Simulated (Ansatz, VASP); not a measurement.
# ZnAu: VASP beside Ansatz

The input INCAR:

```
PREC = Accurate ; ENCUT = 520
EDIFF = 1E-6 ; ISMEAR = 0
SIGMA = 0.05 ; LREAL = F
LASPH = T ; NELM = 100
ALGO = Fast ; ISIF = 2
LWAVE = F ; LCHARG = F
GGA = PE ; NBANDS = 18
```

KPOINTS

```
regular mesh
0
Gamma
  13 13 13
```

The input POSCAR:

```
ZnAu
1.0
    3.1470000000      0.0000000000      0.0000000000
    0.0000000000      3.1470000000      0.0000000000
    0.0000000000      0.0000000000      3.1470000000
Zn Au
1 1
Direct
    0.5000000000      0.5000000000      0.5000000000
    0.0000000000      0.0000000000      0.0000000000
```

Input for Ansatz:

```yaml
crystal:
  lattice:
    - [3.147, 0.0, 0.0]
    - [0.0, 3.147, 0.0]
    - [0.0, 0.0, 3.147]
  atoms:
    - { symbol: Zn, position: [0.5, 0.5, 0.5] }
    - { symbol: Au, position: [0.0, 0.0, 0.0] }
kpoints:
  mp_grid: { grid: [13, 13, 13] }
scf:
  occupations: { method: gaussian, width: 0.05 }
hamiltonian:
  xc: pbe
  pseudopotentials: { kind: all_electron, lapw: { basis_error: 0.0005 } }
output:
  forces: true
  stress: true
  eigenvalues: true
```

Alike in both runs: task single point; functional PBE; k mesh 13 × 13 × 13; occupations gaussian, width 0.05 eV; no spin polarisation.

|  | VASP | Ansatz |
| --- | --- | --- |
| version | VASP 6.6.1 | Ansatz 0.2.0 |
| potentials or method | VASP PAW PBE potentials, release 64 (Zn, Au) | all-electron LAPW, scalar-relativistic |
| plane-wave cutoff (eV) | 520 | see its input |

Ansatz gave:

| Property | Result |
| --- | --- |
| pressure (GPa) | 4.8 |

What did VASP give for the same quantities?

Pressure (GPa): 4.9.

Ansatz ran all-electron here, so the differences hold the error of VASP's frozen core and of both bases.

The runs have no spin-orbit coupling, so splittings on Au are missing.
